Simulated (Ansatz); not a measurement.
## Effective masses and thermopower of ZnTe (F-43m)

Input:

```xyz
2
Lattice="0.0000 2.9513 2.9513 2.9513 0.0000 2.9513 2.9513 2.9513 0.0000" Properties=species:S:1:pos:R:3 pbc="T T T"
Zn     2.9513     2.9513     2.9513
Te     1.4757     1.4757     1.4757
```

All values below come from PBEsol with spin-orbit coupling, rigid bands (plane waves, PAW; Ansatz, a quantum-chemistry and plane-wave program). Condition of this run: hydrostatic pressure 5 GPa (the target of the relaxation). Cell: cell and atoms relaxed with PBEsol, then loaded as said.

```yaml
band_gap: 1.36 eV
electron conductivity mass (300 K, dilute): 0.106 mₑ
hole conductivity mass (300 K, dilute): 0.40 mₑ
effective density of states N_c (300 K): 8.1e17 cm⁻³
effective density of states N_v (300 K): 1.3e19 cm⁻³
density_of_states_mass_electrons: 0.102 mₑ
density_of_states_mass_holes: 0.64 mₑ
Seebeck coefficient, n-type 1e19 cm⁻³, 300 K: -116 μV/K
Seebeck coefficient, p-type 1e19 cm⁻³, 300 K: 241 μV/K
best p-type power factor at 300 K for τ = 10 fs (best axis; densities from 1e16 to 1e21 cm⁻³ tried, whether or not they can be reached): 5.1 μW/(cm·K²) at 3e19 cm⁻³
```

Rigid bands; masses and Seebeck coefficients take one relaxation time τ for all states and one kind of carrier; polarons and phonon drag are left out.
